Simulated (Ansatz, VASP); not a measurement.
**Sb in VASP and in Ansatz**

File INCAR:

```
PREC = Accurate ; ENCUT = 520
EDIFF = 1E-6 ; ISMEAR = -1
SIGMA = 0.05 ; LREAL = False
LASPH = True ; NELM = 80
ALGO = Normal ; ISIF = 2
LWAVE = False ; LCHARG = True
GGA = PS ; LELF = True
LVHAR = True ; NBANDS = 8
```

The input KPOINTS:

```
regular mesh
0
Gamma
  13 13 13
```

POSCAR

```
Sb
1.0
    3.1387913073      0.0000000000      0.0000000000
    0.0000000000      3.1387913073      0.0000000000
    0.0000000000      0.0000000000      3.1387913073
Sb
1
Direct
    0.0000000000      0.0000000000      0.0000000000
```

Input for Ansatz:

```yaml
crystal:
  lattice:
    - [3.1387913073, 0.0, 0.0]
    - [0.0, 3.1387913073, 0.0]
    - [0.0, 0.0, 3.1387913073]
  atoms:
    - { symbol: Sb, position: [0.0, 0.0, 0.0] }
kpoints:
  mp_grid: { grid: [13, 13, 13] }
  band_path:
    path:
      - [0.0, 0.0, 0.0]
      - [0.0, 0.5, 0.0]
      - [0.5, 0.5, 0.0]
      - [0.0, 0.0, 0.0]
      - [0.5, 0.5, 0.5]
      - [0.0, 0.5, 0.0]
      - [0.5, 0.5, 0.5]
      - [0.5, 0.5, 0.0]
    npoints: 5
scf:
  occupations: { method: fermi_dirac, width: 0.05 }
hamiltonian:
  xc: pbesol
  pseudopotentials: { kind: all_electron, lapw: { basis_error: 0.001 } }
output:
  forces: true
  stress: true
  eigenvalues: true
```

Change from the starting cell: volume scaled by 0.98.

Alike in both runs: task single point; functional PBEsol; k mesh 13 × 13 × 13; occupations fermi-dirac, width 0.05 eV; no spin polarisation.

|  | VASP | Ansatz |
| --- | --- | --- |
| version | VASP 6.6.1 | Ansatz 0.2.0 |
| potentials or method | VASP PAW PBE potentials, release 64 (Sb) | all-electron LAPW, scalar-relativistic |
| plane-wave cutoff (eV) | 520 | see its input |

|  | VASP | Ansatz | Ansatz less VASP |
| --- | --- | --- | --- |
| pressure (GPa) | -4.0 | -4.1 | -0.04 |

Ansatz ran all-electron here, so the differences hold the error of VASP's frozen core and of both bases.

Caveats: the PAW data sets were made with another functional, which shifts forces and pressure a little (VASP). Spin-orbit coupling is left out, which matters for the levels of Sb.
